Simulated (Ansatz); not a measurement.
Here is an unrelaxed guess for CdHg5Te6.

```xyz
12
Lattice="3.1261 -9.3782 0.0000 3.1261 9.3782 0.0000 0.0000 0.0000 6.2521" Properties=species:S:1:pos:R:3 pbc="T T T"
Cd    0.0000    0.0000    0.0000
Hg    3.1261    6.2521    3.1261
Hg    3.1261    3.1261    0.0000
Hg    3.1261    0.0000    3.1261
Hg    3.1261   -3.1261    0.0000
Hg    3.1261   -6.2521    3.1261
Te    3.1261   -3.1261    3.1261
Te    3.1261   -6.2521    0.0000
Te    0.0000    0.0000    3.1261
Te    3.1261    6.2521    0.0000
Te    3.1261    3.1261    3.1261
Te    3.1261    0.0000    0.0000
```

Theory: DFT PBE, scalar-relativistic, plane waves, PAW (Ansatz). Cutoff 420 eV; k points 4×4×4 on the computed 12-atom cell (Γ-centred); Gaussian smearing, width 0.10 eV; no spin polarisation.

Formation energies are uncorrected and refer to the elements' standard structures at the same level. The references include crystalline Hg.

Task: How far from equilibrium is it?

Result: The pressure is -2.1 GPa (the mean over three directions, positive in compression), the largest force is 0.17 eV/Å, and the energy is −0.04 eV/atom against the elements. The shortest distance is 3.13 Å.

Task: Is it a good guess?

Result: A good one: relaxing gains under 0.1 eV/atom (the start's value is from the coarse mesh, so the gain is rough) in 9 ionic steps and ends at −0.07 eV/atom on the finer mesh. The symmetry stays Cmmm (No. 65). The volume per atom shrinks by 5.3 %, from 30.5 to 28.9 Å³. The shortest distance goes from 3.13 Å (Cd–Te and Hg–Te) to 3.03 Å (Cd–Te). Conventional cell: a = 6.126 Å, b = 18.508 Å, c = 6.121 Å. Around Cd lie 6 Te at 3.03–3.06 Å; Hg on a site of symmetry m2m is surrounded by 6 Te at 3.06–3.08 Å; Te on a site of symmetry m2m is surrounded by 6 Hg at 3.06–3.10 Å; 5 more sites not described.

The last run used an 8×8×6 mesh (in the run's order of axes) for its 12-atom cell and Gaussian smearing of 0.10 eV. Spin–orbit coupling, which can matter for Hg and Te, is left out. The reference form of Te is held partly by dispersion forces, which this level lacks. The relaxation can't lower the symmetry of the start, and the grade says only how near the guess is to its own end. Symmetry constrained the relaxation, so the result can be a saddle point.
